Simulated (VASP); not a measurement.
# Bi (P6_3/mmc) in VASP: relaxation of cell and atoms with PBEsol

Aim: the relaxation of cell and atoms of Bi with PBEsol.

All numbers are computed with VASP 6.6.1; they aren't measurements. Logs are shortened: lines on timing, memory, paths and dates and some standing lists are left out, and cuts for length are marked.

## Step 1: Starting point

It takes space group P6_3/mmc (No. 194, hexagonal). The conventional cell has a = 5.251 Å, b = 5.251 Å, c = 6.758 Å, α = 90.00°, β = 90.00°, γ = 120.00°. Bi (site symmetry -6m2) has 5 Bi at 3.03 to 3.38 Å as nearest neighbours. Bi (site symmetry -6m2) has 3 Bi at 3.03 Å as nearest neighbours.

The cell was built by a generator and needn't be a form met in nature.

## Step 2: Relaxation of cell and atoms, PBEsol

Contents of INCAR:

```
  PREC = Accurate
  ENCUT = 600
  EDIFF = 1E-6
  ISMEAR = 0
  SIGMA = 0.1
  LREAL = F
  LASPH = T
  NELM = 100
  ALGO = Fast
  ISIF = 3
  LWAVE = F
  LCHARG = F
  GGA = PS
  IBRION = 2
  NSW = 90
  EDIFFG = -0.04
```

Contents of KPOINTS:

```
Automatic mesh
0
Gamma
  6 6 4
```

Contents of POSCAR:

```
Bi
1.0
    5.2509897508      0.0000000000      0.0000000000
   -2.6254948754      4.5474905192      0.0000000000
    0.0000000000      0.0000000000      6.7583892058
Bi
4
Direct
    0.0000000000      0.0000000000      0.2500000000
    0.0000000000      0.0000000000      0.7500000000
    0.3333333333      0.6666666667      0.7500000000
    0.6666666667      0.3333333333      0.2500000000
```

Potentials or basis: VASP PAW PBE potentials, release 64 (Bi_d).

On the command line:

```bash
$ cat potpaw_PBE.64/Bi_d/POTCAR > POTCAR
$ mpirun -np 1 vasp_std > vasp.out
```

OUTCAR:

```text
PREC = Accurate
   ENCUT = 600
   EDIFF = 1E-6
   ISMEAR = 0
   LREAL = F
   LASPH = T
   NELM = 100
   ISIF = 3
   GGA = PS
   IBRION = 2
   NSW = 90
   EDIFFG = -0.04

 ion  position               nearest neighbor table
   1  0.000  0.000  0.250-   4 3.03   4 3.03   4 3.03   2 3.38   2 3.38
   2  0.000  0.000  0.750-   3 3.03   3 3.03   3 3.03   1 3.38   1 3.38
   3  0.333  0.667  0.750-   2 3.03   2 3.03   2 3.03
   4  0.667  0.333  0.250-   1 3.03   1 3.03   1 3.03

  LATTYP: Found a hexagonal cell.
 ALAT       =     5.2509897508
 C/A-ratio  =     1.2870695862

  Lattice vectors:

 A1 = (   5.2509897508,   0.0000000000,   0.0000000000)
 A2 = (  -2.6254948754,   4.5474905192,   0.0000000000)
 A3 = (   0.0000000000,   0.0000000000,   6.7583892058)

Analysis of symmetry for initial positions (statically):
=====================================================================
 Subroutine PRICEL returns:
 Original cell was already a primitive cell.

 Routine SETGRP: Setting up the symmetry group for a
 hexagonal supercell.

 Subroutine GETGRP returns: Found 24 space group operations
 (whereof 12 operations were pure point group operations)
 out of a pool of 24 trial point group operations.

The static configuration has the point symmetry D_3d.
 The point group associated with its full space group is D_6h.

Analysis of symmetry for dynamics (positions and initial velocities):
=====================================================================
 Subroutine PRICEL returns:
 Original cell was already a primitive cell.

 Routine SETGRP: Setting up the symmetry group for a
 hexagonal supercell.

 Subroutine GETGRP returns: Found 24 space group operations
 (whereof 12 operations were pure point group operations)
 out of a pool of 24 trial point group operations.

The dynamic configuration has the point symmetry D_3d.
 The point group associated with its full space group is D_6h.

 Subroutine INISYM returns: Found 24 space group operations
 (whereof 12 operations are pure point group operations),
 and found     1 'primitive' translations

----------------------------------------------------------------------------------------

                                     Primitive cell

  volume of cell :     161.3824

  direct lattice vectors                    reciprocal lattice vectors
     5.250989751  0.000000000  0.000000000     0.190440288  0.109950751  0.000000000
    -2.625494875  4.547490519  0.000000000     0.000000000  0.219901503  0.000000000
     0.000000000  0.000000000  6.758389206     0.000000000  0.000000000  0.147964251

  length of vectors
     5.250989751  5.250989751  6.758389206     0.219901503  0.219901503  0.147964251

  position of ions in fractional coordinates (direct lattice)
     0.000000000  0.000000000  0.250000000
     0.000000000  0.000000000  0.750000000
     0.333333333  0.666666667  0.750000000
     0.666666667  0.333333333  0.250000000

  ion indices of the primitive-cell ions
   primitive index   ion index
                 1           1
                 2           2
                 3           3
                 4           4

----------------------------------------------------------------------------------------

 KPOINTS: Automatic mesh

Automatic generation of k-mesh.
 Grid dimensions read from file:
 generate k-points for:    6    6    4

 Generating k-lattice:

  Cartesian coordinates                     Fractional coordinates (reciprocal lattice)
     0.031740048  0.018325125  0.000000000     0.166666667  0.000000000  0.000000000
     0.000000000  0.036650250  0.000000000     0.000000000  0.166666667  0.000000000
     0.000000000  0.000000000  0.036991063     0.000000000  0.000000000  0.250000000

  Length of vectors
     0.036650250  0.036650250  0.036991063

  Shift w.r.t. Gamma in fractional coordinates (k-lattice)
     0.000000000  0.000000000  0.000000000

 Subroutine IBZKPT returns following result:
 ===========================================

 Found     21 irreducible k-points:

 Following reciprocal coordinates:
            Coordinates               Weight
  0.000000  0.000000  0.000000      1.000000
  0.166667  0.000000  0.000000      6.000000
  0.333333  0.000000  0.000000      6.000000
  0.500000  0.000000  0.000000      3.000000
  0.166667  0.166667  0.000000      6.000000
  0.333333  0.166667  0.000000     12.000000
[... 13 lines left out ...]
  0.333333  0.166667  0.500000     12.000000
  0.333333  0.333333  0.500000      2.000000
   k-points           NKPTS =     21   k-points in BZ     NKDIM =     21   number of bands    NBANDS=     36
   number of dos      NEDOS =    301   number of ions     NIONS =      4
   total plane-waves  NPLWV =  95256
   dimension x,y,z NGX =    42 NGY =   42 NGZ =   54
   dimension x,y,z NGXF=    84 NGYF=   84 NGZF=  108
   ions per type =               4
   NGX,Y,Z   is equivalent  to a cutoff of  13.30, 13.30, 13.28 a.u.
   NGXF,Y,Z  is equivalent  to a cutoff of  26.59, 26.59, 26.57 a.u.
 SYSTEM =  unknown system
   PREC   = accura    normal or accurate (medium, high low for compatibility)
   ISTART =      0    job   : 0-new  1-cont  2-samecut
   ICHARG =      2    charge: 1-file 2-atom 10-const
   ISPIN  =      1    spin polarized calculation?
   LNONCOLLINEAR =      F non collinear calculations
   LSORBIT =      F    spin-orbit coupling
   LASPH  =      T    aspherical Exc in radial PAW
   ENCUT  =  600.0 eV  44.10 Ry    6.64 a.u.  10.49 10.49 13.50*2*pi/ulx,y,z
   NELM   =    100;   NELMIN=  2; NELMDL= -5     # of ELM steps
   EDIFF  = 0.1E-05   stopping-criterion for ELM
   LREAL  =      F    real-space projection
   EDIFFG = -.4E-01   stopping-criterion for IOM
   NSW    =     90    number of steps for IOM
   IBRION =      2    ionic relax: 0-MD 1-quasi-New 2-CG
   NFREE  =      1    steps in history (QN), initial steepest desc. (CG)
   ISIF   =      3    stress and relaxation
   ISYM   =      2    0-nonsym 1-usesym 2-fastsym
   POTIM  = 0.5000    time-step for ionic-motion
   TEBEG  =    0.0;   TEEND  =   0.0 temperature during run
   PSTRESS=    0.0 pullay stress
   NELECT =      60.0000    total number of electrons
   NUPDOWN=      -1.0000    fix difference up-down
   EMIN   =  10.00;   EMAX   =-10.00  energy-range for DOS
   EFERMI =   0.00;   METHOD = LEGACY
   ISMEAR =     0;   SIGMA  =   0.10  broadening in eV -4-tet -1-fermi 0-gaus
   EFERMI_NEDOS =   21; number of points for ismear=-14 and -15
   IALGO  =     68    algorithm
   IMIX   =      4    mixing-type and parameters
     AMIX     =   0.40;   BMIX     =  1.00
     AMIX_MAG =   1.60;   BMIX_MAG =  1.00
  volume/ion in A,a.u.               =      40.35       272.27
  Fermi-wavevector in a.u.,A,eV,Ry     =   1.177172  2.224532 18.854049  1.385733
  Thomas-Fermi vector in A             =   2.313523
   LORBIT       =      0    0 simple, 1 ext, 2 COOP (PROOUT), +10 PAW based schemes
   GGA     = PS    functional components
   LHFCALC =     F    Hartree Fock is set to
   AEXX    =    0.0000 exact exchange contribution
   IVDW    =     0    specifies the selected vdW correction
   LEPSILON=     F    determine dielectric tensor
   LRPA    =     F    only Hartree local field effects (RPA)
 conjugate gradient relaxation of ions
 non-spin polarized calculation
 RMM-DIIS sequential band-by-band and
 Gauss-broadening in eV      SIGMA  =   0.10
  energy-cutoff  :      600.00
  volume of cell :      161.38
 maximum number of plane-waves:      5450
 NGX is ok and might be reduce to    42
   NGX = 21   NGY = 21   NGZ = 27

--------------------------------------- Ionic step        1  -------------------------------------------

 number of electron      60.0000013 magnetization

 Free energy of the ion-electron system (eV)
  ---------------------------------------------------
  ext. energy  EPLUGINS =         0.00000000
  ---------------------------------------------------
  free energy    TOTEN  =       -15.74001639 eV

  energy without entropy =      -15.72742167  energy(sigma->0) =      -15.73371903

------------------------ aborting loop because EDIFF is reached ----------------------------------------

  FORCE on cell =-STRESS in cart. coord.  units (eV):
  Direction    XX          YY          ZZ          XY          YZ          ZX
  --------------------------------------------------------------------------------------
  -------------------------------------------------------------------------------------
  Total        0.6679059      0.6679059     -1.8635417      0.0000000      0.0000000      0.0000000
  in kB        6.6308571      6.6308571    -18.5009286      0.0000000      0.0000000      0.0000000
  external PRESSURE =      -1.7464048 kB  Pullay stress =       0.0000000 kB
[... 137 lines left out ...]
  energy  without entropy=      -15.7682778312  energy(sigma->0) =      -15.77649915

--------------------------------------- Ionic step        5  -------------------------------------------

 number of electron      60.0000003 magnetization

 E-fermi :   5.1168     XC(G=0):  -9.1971

 val. band max:        5.0809336298   @ k =   0.1667   0.0000   0.0000
 cond. band min:       5.2105989940   @ k =   0.3333   0.3333   0.5000
 fundamental gap:      0.1296653642
 Fermi energy:         5.1168475543

 k-point     1 :       0.0000    0.0000    0.0000
  band No.  band energies     occupation
      1     -17.7130      2.00000
      2     -17.5662      2.00000
      3     -17.5662      2.00000
      4     -17.5611      2.00000
      5     -17.5611      2.00000
      6     -17.5577      2.00000
[... 843 lines left out ...]
  energy  without entropy=      -15.7716310455  energy(sigma->0) =      -15.78014778

--------------------------------------- Ionic step        6  -------------------------------------------

 number of electron      59.9999994 magnetization

 Free energy of the ion-electron system (eV)
  ---------------------------------------------------
  ext. energy  EPLUGINS =         0.00000000
  ---------------------------------------------------
  free energy    TOTEN  =       -15.79053775 eV

  energy without entropy =      -15.77361391  energy(sigma->0) =      -15.78207583

 E-fermi :   5.0154     XC(G=0):  -9.1494

 val. band max:        4.9919041933   @ k =   0.1667   0.0000   0.0000
 cond. band min:       5.0994251187   @ k =   0.3333   0.3333   0.5000
 fundamental gap:      0.1075209254
 Fermi energy:         5.0154100493

 k-point     1 :       0.0000    0.0000    0.0000
  band No.  band energies     occupation
      1     -17.8005      2.00000
      2     -17.6620      2.00000
      3     -17.6620      2.00000
      4     -17.6550      2.00000
      5     -17.6550      2.00000
      6     -17.6541      2.00000
[... 839 lines left out ...]
  FREE ENERGIE OF THE ION-ELECTRON SYSTEM (eV)
  ---------------------------------------------------
  free  energy   TOTEN  =       -15.7905377452 eV

  energy  without entropy=      -15.7736139110  energy(sigma->0) =      -15.78207583

 reached required accuracy - stopping structural energy minimisation
```

It took 6.5 min on 1 thread of Intel Xeon 6975P-C (Granite Rapids), shared host; peak memory 0.38 GiB.

Results:

```
Free energy                            : -15.7905 eV
Relaxed volume                         : 39.13 Å³/atom
Relaxed cell                           : a = 5.299 Å, b = 5.299 Å, c = 6.438 Å, α = 90.00°, β = 90.00°, γ = 120.00°
Space group after relaxing (to 0.05 Å) : P6_3/mmc (No. 194)
Energy gained by relaxing              : 12.6 meV/atom
Ionic steps                            : 6
Pressure after relaxing                : 0.0 GPa
Band gap on the k mesh                 : none (metal or under the smearing width)
```

Step by step:
```csv
step,energy change (eV),largest force (eV/Å),pressure (GPa),volume (Å³)
1,0.0000,0.0000,-0.17,161.38
2,-0.0370,0.0000,-0.49,160.31
3,-0.0443,0.0000,-0.62,159.65
4,-0.0447,0.0000,-0.66,159.49
5,-0.0486,0.0000,0.38,154.89
6,-0.0505,0.0000,0.00,156.54
```

Final structure:
```cif
data_structure
_symmetry_space_group_name_H-M 'P 1'
_symmetry_Int_Tables_number 1
_cell_length_a 5.2988
_cell_length_b 5.2988
_cell_length_c 6.4376
_cell_angle_alpha 90.000
_cell_angle_beta 90.000
_cell_angle_gamma 120.000
_cell_volume 156.54
loop_
_atom_site_label
_atom_site_type_symbol
_atom_site_fract_x
_atom_site_fract_y
_atom_site_fract_z
_atom_site_occupancy
Bi1 Bi 0.00000 0.00000 0.25000 1
Bi2 Bi 0.00000 0.00000 0.75000 1
Bi3 Bi 0.33333 0.66667 0.75000 1
Bi4 Bi 0.66667 0.33333 0.25000 1
```

Caveat: the PAW data sets were made with another functional, which shifts forces and pressure a little; spin-orbit coupling is left out, which moves the levels of the heavy elements.
